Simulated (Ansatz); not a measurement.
# LiF: the cost of one run

Method: DFT PBE, scalar-relativistic, plane waves, PAW, in Ansatz 0.2.0.

1 further run of the same task is left out (set aside as unsound or not needed).

## Step 1: The system as given

The structure is cubic, space group Fm-3m (No. 225). The conventional cell has a = 4.067 Å, b = 4.067 Å, c = 4.067 Å, α = 90.00°, β = 90.00°, γ = 90.00°. Li (site symmetry m-3m) is surrounded by 6 F at 2.03 Å. Around F (site symmetry m-3m) lie 6 Li at 2.03 Å.

Coordinates:

```xyz
2
Lattice="0.0000 2.0335 2.0335 2.0335 0.0000 2.0335 2.0335 2.0335 0.0000" Properties=species:S:1:pos:R:3 pbc="T T T"
Li    0.0000    0.0000    0.0000
F     2.0335    2.0335    2.0335
```

This cell was relaxed beforehand with the same method: volume 8.41 Å³/atom, gap on the mesh 8.84 eV.

## Step 2: Cutting the slab

Miller indices refer to the conventional cell of the relaxed bulk, Fm-3m (No. 225): a = 4.067 Å, b = 4.067 Å, c = 4.067 Å, α = 90.00°, β = 90.00°, γ = 90.00°.

A (111) slab, 5.9 Å thick as cut, with 16 Å of vacuum, in a 2×2 surface cell; its outer planes are Li (top) and F (bottom).

The slab as cut. Layers, bottom to top:

| plane | atoms per cell | height over the lowest (Å) |
| --- | --- | --- |
| 1 | F4 | 0.00 |
| 2 | Li4 | 1.17 |
| 3 | F4 | 2.35 |
| 4 | Li4 | 3.52 |
| 5 | F4 | 4.70 |
| 6 | Li4 | 5.87 |

## Step 3: The clean surface, relaxed

input.yaml

```yaml
crystal:
  lattice:
    - [5.7517025424, 0.0, 0.0]
    - [-2.8758512712, 4.9811205167, 0.0]
    - [0.0, 0.0, 21.8703068255]
  atoms:
    - { symbol: F, position: [0.1666666667, 0.3333333333, 0.3657927648] }
    - { symbol: F, position: [0.1666666667, 0.8333333333, 0.3657927648] }
    - { symbol: F, position: [0.6666666667, 0.3333333333, 0.3657927648] }
    - { symbol: F, position: [0.6666666667, 0.8333333333, 0.3657927648] }
    - { symbol: Li, position: [0.3333333333, 0.1666666667, 0.4194756589] }
    - { symbol: Li, position: [0.3333333333, 0.6666666667, 0.4194756589] }
    - { symbol: Li, position: [0.8333333333, 0.1666666667, 0.4194756589] }
    - { symbol: Li, position: [0.8333333333, 0.6666666667, 0.4194756589] }
    - { symbol: F, position: [0.5, 0.5, 0.473158553] }
    - { symbol: F, position: [0.5, 0.0, 0.473158553] }
    - { symbol: F, position: [0.0, 0.5, 0.473158553] }
    - { symbol: F, position: [0.0, 0.0, 0.473158553] }
    - { symbol: Li, position: [0.6666666667, 0.3333333333, 0.526841447] }
    - { symbol: Li, position: [0.6666666667, 0.8333333333, 0.526841447] }
    - { symbol: Li, position: [0.1666666667, 0.3333333333, 0.526841447] }
    - { symbol: Li, position: [0.1666666667, 0.8333333333, 0.526841447] }
    - { symbol: F, position: [0.8333333333, 0.6666666667, 0.5805243411] }
    - { symbol: F, position: [0.8333333333, 0.1666666667, 0.5805243411] }
    - { symbol: F, position: [0.3333333333, 0.6666666667, 0.5805243411] }
    - { symbol: F, position: [0.3333333333, 0.1666666667, 0.5805243411] }
    - { symbol: Li, position: [0.0, 0.5, 0.6342072352] }
    - { symbol: Li, position: [0.0, 0.0, 0.6342072352] }
    - { symbol: Li, position: [0.5, 0.5, 0.6342072352] }
    - { symbol: Li, position: [0.5, 0.0, 0.6342072352] }
basis:
  ecutwfc: 420
kpoints:
  mp_grid: { grid: [3, 3, 1] }
hamiltonian:
  xc: pbe
scf:
  occupations: { method: gaussian, width: 0.05 }
output:
  forces: true
  eigenvalues: true
  write_density: true
  write_potential: true
  elf: true
  volumetric_format: npy
relax:
  adjacent_minimum: "off"
  f_tol: 0.03
  max_steps: 70
  constraints: [{ sites: [0, 1, 2, 3, 4, 5, 6, 7, 8, 9, 10, 11] }]
efield:
  axis: 3
  dipole_correction: true
  ramp_width: 0.04
```

The run is started by

```sh
$ ansatz run input.yaml --threads 2 --pin off --max-ram 6144MiB --backend cpu --events-out ev --progress --plain --runs-dir out
```

**Question.** How long does this run take on 2 threads of Intel Xeon 6975P-C (Granite Rapids), shared host, and how much memory does it need?

About 31 s, with a peak of 0.99 GiB.
